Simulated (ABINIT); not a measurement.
Crystal: Ta.

```
Ta
1.0
    -1.65128    1.65128    1.65128
     1.65128   -1.65128    1.65128
     1.65128    1.65128   -1.65128
Ta
1
Cartesian
  0.0000 0.0000 0.0000
```

Base run:

| Item | Value |
| --- | --- |
| Program | ABINIT 10.8.3 (patched build) |
| Functional | r2SCAN |
| Potentials or basis | Ansatz NC r2SCAN |
| Cutoff | 1469 eV |
| k mesh | 11 × 11 × 11 |
| Occupations | fermi-dirac, width 0.05 eV |
| Spin | no spin polarisation |

Its results: band gap on the k mesh none (metal or under the smearing width); pressure 0.7 GPa.

The run is repeated on the same cell with these changes: potentials or basis from Ansatz NC r2SCAN to JTH PAW PBE v2.0; cutoff from 1469 eV to 626 eV. What comes out?

Band gap on the k mesh none (metal or under the smearing width); pressure 0.2 GPa.

Caveats: the PAW data sets were made with another functional, which shifts forces and pressure a little (some runs).
